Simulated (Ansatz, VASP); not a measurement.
## One calculation of MgO, two programs

```
Mg O
1.0
     2.93802    0.00000    0.00000
    -1.46901    2.54440    0.00000
     0.00000    0.00000    2.67968
Mg O
1 1
Direct
  0.01580 0.23581 0.00000
  0.33333 0.66667 0.50000
```

Alike in both runs: task single point; functional PBE; k mesh 9 × 9 × 8; occupations gaussian, width 0.05 eV; no spin polarisation.

```csv
,VASP,Ansatz
version,VASP 6.6.1,Ansatz 0.2.0
potentials or method,"VASP PAW PBE potentials, release 64 (Mg, O)","scalar-relativistic, plane waves, PAW"
plane-wave cutoff (eV),520,420
valence electrons in the cell,8,16
```

|  | VASP | Ansatz | Ansatz less VASP |
| --- | --- | --- | --- |
| gap on the k mesh at the Fermi level (eV) | 2.45 | 2.46 | +0.017 |
| least direct gap on the mesh (eV) | 2.98 | 3.00 | +0.015 |
| rms of the force components (eV/Å) | 2.822 | 2.756 | -0.0656 |

Atom by atom the forces differ by 0.066 eV/Å (rms over components). The two sets of potentials don't hold the same shells in valence.

Caveats: an odd mesh through Γ misses points on the zone boundary, where band edges often lie; forces of over 1 eV/Å show positions far from the minimum, so gaps and moduli don't describe the material at rest.
